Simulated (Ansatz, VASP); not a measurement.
Given: the input of a run of Ansatz 0.2.0 on KCl.

input.yaml

```yaml
crystal:
  lattice:
    - [3.839196, 0.0, 0.0]
    - [0.0, 3.839196, 0.0]
    - [0.0, 0.0, 3.839196]
  atoms:
    - { symbol: K, position: [-0.010011, 0.005632, 0.008201] }
    - { symbol: Cl, position: [0.491729, 0.497767, 0.500629] }
hamiltonian:
  xc: pbe
  pseudopotentials: { kind: paw }
kpoints:
  mp_grid: { grid: [7, 7, 7] }
scf:
  occupations: { method: fermi_dirac, width: 0.05 }
output:
  forces: true
  stress: true
  eigenvalues: true
```

Potentials or basis: Ansatz PAW.

Run with:

```sh
$ ansatz run input.yaml --threads 2 --pin off --max-ram 5120MiB --backend cpu --events-out ev --progress --plain --runs-dir out
```

Translate it to VASP 6.6.1. Potentials there: VASP PAW PBE potentials, release 64 (K_sv, Cl).

As run (the cutoff follows the program's own potentials):

The input INCAR:

```
  ALGO = Normal
  EDIFF = 1E-7
  ENCUT = 520
  GGA = PE
  ISIF = 2
  ISMEAR = -1
  LASPH = True
  LCHARG = False
  LREAL = False
  LWAVE = False
  NBANDS = 15
  NELM = 100
  PREC = Accurate
  SIGMA = 0.05
```

The input KPOINTS:

```
k-points
0
Gamma
  7 7 7
```

The input POSCAR:

```
KCl
1.0
    3.8391960000      0.0000000000      0.0000000000
    0.0000000000      3.8391960000      0.0000000000
    0.0000000000      0.0000000000      3.8391960000
K Cl
1 1
Direct
   -0.0100110000      0.0056320000      0.0082010000
    0.4917290000      0.4977670000      0.5006290000
```

Potentials or basis: VASP PAW PBE potentials, release 64 (K_sv, Cl).

Launch:

```bash
$ cat potpaw_PBE.64/K_sv/POTCAR potpaw_PBE.64/Cl/POTCAR > POTCAR
$ mpirun -np 1 vasp_std > vasp.out
```

Both were run:

|  | VASP | Ansatz | Ansatz less VASP |
| --- | --- | --- | --- |
| gap on the k mesh at the Fermi level (eV) | 4.82 | 4.82 | +0.001 |
| least direct gap on the mesh (eV) | 5.00 | 5.00 | +0.001 |
| pressure (GPa) | 0.0 | 0.0 | -0.01 |
| rms of the force components (eV/Å) | 0.016 | 0.015 | -0.0004 |

Atom by atom the forces differ by 0.000 eV/Å (rms over components). The functional is the same, so the differences come from potentials, cutoffs and numerics.

Caveats: an odd mesh through Γ misses points on the zone boundary, where band edges often lie (VASP); odd divisions of the mesh miss points on the zone boundary, where band edges often lie, so the gap on the mesh can be too wide (Ansatz).
